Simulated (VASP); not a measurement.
The system is SnS2.

```xyz
3
Lattice="3.6390 0.0000 0.0000 -1.8195 3.1515 0.0000 0.0000 0.0000 5.9619" Properties=species:S:1:pos:R:3 pbc="T T T"
Sn    0.0000    0.0000    0.0000
S     0.0000    2.1010    1.4670
S     1.8195    1.0505    4.4949
```

| Item | Value |
| --- | --- |
| Program | VASP 6.6.1 |
| Task | relaxation of the atoms |
| Functional | rev-vdW-DF2 |
| Potentials or basis | VASP PAW PBE potentials, release 64 (Sn_d, S) |
| Cutoff | 520 eV |
| k mesh | 10 × 10 × 6 |
| Occupations | gaussian, width 0.05 eV |
| Spin | no spin polarisation |

At the start: pressure 2.7 GPa; volume 22.79 Å³/atom.

**Question.** Where does the relaxation end?

**Answer.** Over 3 steps the energy falls by 4.1 meV/atom; space group P-3m1 (No. 164, to 0.05 Å).

Step by step:
| step | energy change (eV) | largest force (eV/Å) | pressure (GPa) |
| --- | --- | --- | --- |
| 1 | 0.0000 | 0.3752 | 2.66 |
| 2 | -0.0098 | 0.1674 | 1.86 |
| 3 | -0.0123 | 0.0044 | 1.22 |

Final structure:
```
Sn S
1.0
     3.63900    0.00000    0.00000
    -1.81950    3.15147    0.00000
     0.00000    0.00000    5.96189
Sn S
1 2
Direct
  0.00000 0.00000 0.00000
  0.33333 0.66667 0.25155
  0.66667 0.33333 0.74845
```

Caveat: the PAW data sets were made with another functional, which shifts forces and pressure a little.
